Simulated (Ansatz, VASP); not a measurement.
## Ba in VASP and in Ansatz

INCAR

```
SYSTEM = Ba
ALGO = Normal
EDIFF = 1E-6
ENCUT = 520
GGA = PE
ISIF = 2
ISMEAR = 0
LASPH = .True.
LCHARG = .False.
LREAL = .False.
LWAVE = .False.
NBANDS = 17
NELM = 100
PREC = Accurate
SIGMA = 0.15
```

Contents of KPOINTS:

```
k-points
0
Gamma
  9 9 12
  0 0 0
```

File POSCAR:

```
Ba
1.0
    6.9960670735      0.0000000000      0.0000000000
   -3.4980335368      6.0587718122      0.0000000000
    0.0000000000      0.0000000000      4.2221450340
Ba
2
Direct
    0.3333333333      0.6666666667      0.5000000000
    0.6666666667      0.3333333333      0.5000000000
```

Input for Ansatz:

```yaml
crystal:
  lattice:
    - [6.9960670735, 0.0, 0.0]
    - [-3.4980335368, 6.0587718122, 0.0]
    - [0.0, 0.0, 4.222145034]
  atoms:
    - { symbol: Ba, position: [0.3333333333, 0.6666666667, 0.5] }
    - { symbol: Ba, position: [0.6666666667, 0.3333333333, 0.5] }
basis:
  ecutwfc: 420
kpoints:
  mp_grid: { grid: [9, 9, 12] }
hamiltonian:
  xc: pbe
scf:
  occupations: { method: gaussian, width: 0.15 }
output:
  forces: true
  stress: true
  eigenvalues: true
```

Change from the starting cell: strain +0.000 along x and y, +0.080 along z, atoms carried along.

Alike in both runs: task single point; functional PBE; k mesh 9 × 9 × 12; occupations gaussian, width 0.15 eV; no spin polarisation.

|  | VASP | Ansatz |
| --- | --- | --- |
| version | VASP 6.6.1 | Ansatz 0.2.0 |
| potentials or method | VASP PAW PBE potentials, release 64 (Ba_sv) | scalar-relativistic, plane waves, PAW |
| plane-wave cutoff (eV) | 520 | 420 |
| valence electrons in the cell | 20 | 20 |

|  | VASP | Ansatz | Ansatz less VASP |
| --- | --- | --- | --- |
| gap on the k mesh at the Fermi level (eV) | none | none | - |
| pressure (GPa) | 0.0 | 0.0 | -0.04 |
| largest component of the traceless stress (GPa) | 1.11 | 1.11 | -0.002 |

A gap of «none» marks a metal or a gap that the smearing closes. With one functional, cell and mesh, what is left measures potentials, basis and numerics.

The runs have no spin-orbit coupling, so splittings on Ba are missing.
